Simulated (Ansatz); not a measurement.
CuCl2 in Ansatz: the effect of functional

Crystal: CuCl2.

```xyz
3
Lattice="4.5506 0.0000 0.0000 0.0000 4.5506 0.0000 0.0000 0.0000 4.3463" Properties=species:S:1:pos:R:3 pbc="T T T"
Cu    0.0000    0.0000    0.0000
Cl    0.0000    2.2753    0.0000
Cl    2.2753    0.0000    0.0000
```

Measurements of this composition are mostly on another form, of space group No. 12.

The cell isn't the ideal one: volume scaled by 1.02.

Alike in all runs:

| Quantity | Value |
| --- | --- |
| Program | Ansatz 0.2.0 |
| Task | single point |
| Potentials or basis | Ansatz PAW |
| k mesh | 6 × 6 × 6 |
| Occupations | fermi-dirac, width 0.05 eV |
| Spin | no spin polarisation |

```csv
functional,cutoff,pressure (GPa)
LDA,420 eV (not typed: the program's choice for these potentials),-3.9
PBEsol,420 eV (not typed: the program's choice for these potentials),-2.2
r2SCAN,500 eV (not typed: the program's choice for these potentials),?
```

Q: What does the run with functional r2SCAN give?

A: Pressure -1.5 GPa.

Caveats: an odd number of electrons without spin polarisation forces a metal; a magnetic or distorted state may lie lower; the run has no spin polarisation, though such a crystal can be magnetic; the PAW data sets come from PBE, with cores solved anew for the run's functional, which leaves a small shift of forces and pressure; this functional lacks dispersion, which binds the layers, so the pressure and a relaxed spacing across them are unreliable (some runs).

Runs at the PBE level aren't shown here.
